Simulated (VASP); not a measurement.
A run of VASP 6.6.1 is set up as follows.

Contents of INCAR:

```
SYSTEM = MoS2
PREC     = Accurate       ! precision mode
ENCUT    = 520            ! plane-wave cutoff, eV
EDIFF    = 1E-7           ! SCF threshold, eV
ISMEAR   = 0              ! smearing method
SIGMA    = 0.01           ! smearing width, eV
LREAL    = .False.        ! projectors in reciprocal space
LASPH    = .True.         ! aspherical terms in the spheres
NELM     = 60             ! most SCF steps
ALGO     = Normal         ! electronic algorithm
ISIF     = 2              ! what is computed and relaxed
LWAVE    = .False.        ! write WAVECAR
LCHARG   = .True.         ! write CHGCAR
LDIPOL   = .True.       
IDIPOL   = 3            
DIPOL    = 0.5 0.5 0.500
GGA      = PE             ! functional
LELF     = .True.         ! ELF
LVHAR    = .True.       
LVACPOTAV= .True.       
NBANDS   = 20             ! bands
```

File KPOINTS:

```
regular mesh
0
Gamma
  12 12 1
  0 0 0
```

POSCAR

```
MoS2
1.0
    3.1600000000      0.0000000000      0.0000000000
   -1.5800000000      2.7366402760      0.0000000000
    0.0000000000      0.0000000000     19.1300000000
S Mo
2 1
Direct
    0.6666666667      0.3333333333      0.4178803583
    0.6666666667      0.3333333333      0.5821196106
    0.0000000000      0.0000000000      0.5000000312
```

Potentials or basis: VASP PAW PBE potentials, release 64 (S, Mo_sv).

Command:

```bash
$ cat potpaw_PBE.64/S/POTCAR potpaw_PBE.64/Mo_sv/POTCAR > POTCAR
$ mpirun -np 1 vasp_std > vasp.out
```

**Question.** What does it give for the ionisation potential of the upper face?

**Answer.** 5.89 eV.

**Question.** What does it give for the band gap on the k mesh?

**Answer.** 1.77 eV, direct.

Forces in eV/Å, atoms in the order of the input:
```
S    0.000  0.000  0.012
S    0.000  0.000 -0.012
Mo   0.000  0.000  0.000
```

As with any semilocal functional, this PBE gap is likely too small.
